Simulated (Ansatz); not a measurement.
# PbSe: response to strain

PbSe is deformed so: equal xy, yz and zx engineering shear strains of -3 %. What stress and forces result, by LAPW, PAW and all-electron datasets made for the crystal?

Program: Ansatz 0.2.0. Level of theory: DFT PBE, scalar-relativistic. These are calculated values, not measurements.

## 1. The starting structure

Symmetry: Fm-3m, No. 225, cubic system. The conventional cell has a = 6.124 Å, b = 6.124 Å, c = 6.124 Å, α = 90.00°, β = 90.00°, γ = 90.00°. Pb (site symmetry m-3m) is surrounded by 6 Se at 3.06 Å. Se (site symmetry m-3m) is surrounded by 6 Pb at 3.06 Å.

Structure file:

```cif
data_structure
_symmetry_space_group_name_H-M 'P 1'
_symmetry_Int_Tables_number 1
_cell_length_a 4.3305
_cell_length_b 4.3305
_cell_length_c 4.3305
_cell_angle_alpha 60.000
_cell_angle_beta 60.000
_cell_angle_gamma 60.000
_cell_volume 57.43
loop_
_atom_site_label
_atom_site_type_symbol
_atom_site_fract_x
_atom_site_fract_y
_atom_site_fract_z
_atom_site_occupancy
Pb1 Pb 0.00000 0.00000 0.00000 1
Se1 Se 0.50000 0.50000 0.50000 1
```

Atoms are numbered in the order of the input: Pb1, Se2.

## 2. After the deformation

Space group Fm-3m before, R-3m after.

## 3. LAPW, all electrons

The input, input.yaml:

```yaml
crystal:
  lattice:
    - [-0.0918645, 3.01621775, 3.01621775]
    - [3.01621775, -0.0918645, 3.01621775]
    - [3.01621775, 3.01621775, -0.0918645]
  atoms:
    - { symbol: Pb, position: [0.0, 0.0, 0.0] }
    - { symbol: Se, position: [0.5, 0.5, 0.5] }
kpoints:
  mp_grid: { grid: [9, 9, 9] }
scf:
  occupations: { method: fermi_dirac, width: 0.01 }
hamiltonian:
  xc: pbe
  pseudopotentials: { kind: all_electron, lapw: { basis_error: 0.00025 } }
output:
  forces: true
  stress: true
  eigenvalues: true
```

Launch:

```console
> ansatz run input.yaml --threads 1 --pin off --max-ram 2048MiB --backend cpu --events-out ev --progress --plain --runs-dir out
```

## 4. Frozen-core PAW

input.yaml: that of step 3 with these lines changed.

```diff
@@ -14,3 +14,3 @@
   xc: pbe
-  pseudopotentials: { kind: all_electron, lapw: { basis_error: 0.00025 } }
+  pseudopotentials: { kind: paw }
 output:
@@ -19 +19,6 @@
   eigenvalues: true
+  efg: { contact_densities: true }
+  write_density: true
+  write_potential: true
+  elf: true
+  volumetric_format: npy
```

## 5. Datasets made for this crystal

input.yaml: that of step 4 with these lines changed.

```diff
@@ -14,3 +14,3 @@
   xc: pbe
-  pseudopotentials: { kind: paw }
+  pseudopotentials: { kind: all_electron, datasets: crystal }
 output:
@@ -20,5 +20 @@
   efg: { contact_densities: true }
-  write_density: true
-  write_potential: true
-  elf: true
-  volumetric_format: npy
```

(Steps that only read results are left out.)

Q: Predict the outcome of this session. Wanted: pressure; largest shear or deviatoric stress.

**Answer**, as computed:

| quantity | value |
| --- | --- |
| pressure | LAPW 2.33, PAW 2.33, crystal datasets 2.33 GPa |
| largest shear or deviatoric stress (LAPW) | 0.47 GPa |

In words: The largest part of the stress beyond the pressure is 0.47 GPa in size; the atoms are carried along and not relaxed. No run of the undeformed cell stands beside it, so pressure and stress hold what the given cell had before the change, as far as its symmetry allows. PAW: stress within 0.01 GPa of LAPW. Crystal datasets: stress within 0.01 GPa of LAPW. Spin-orbit coupling is left out, though the cell holds Pb; in elements this heavy it can shift bands and gaps by tenths of an eV.

These are semilocal Kohn-Sham gaps, which aren't the measured quantity. Such gaps usually fall short of the measured ones; spin-orbit coupling, left out here, narrows gaps with Pb, so the two errors partly cancel.
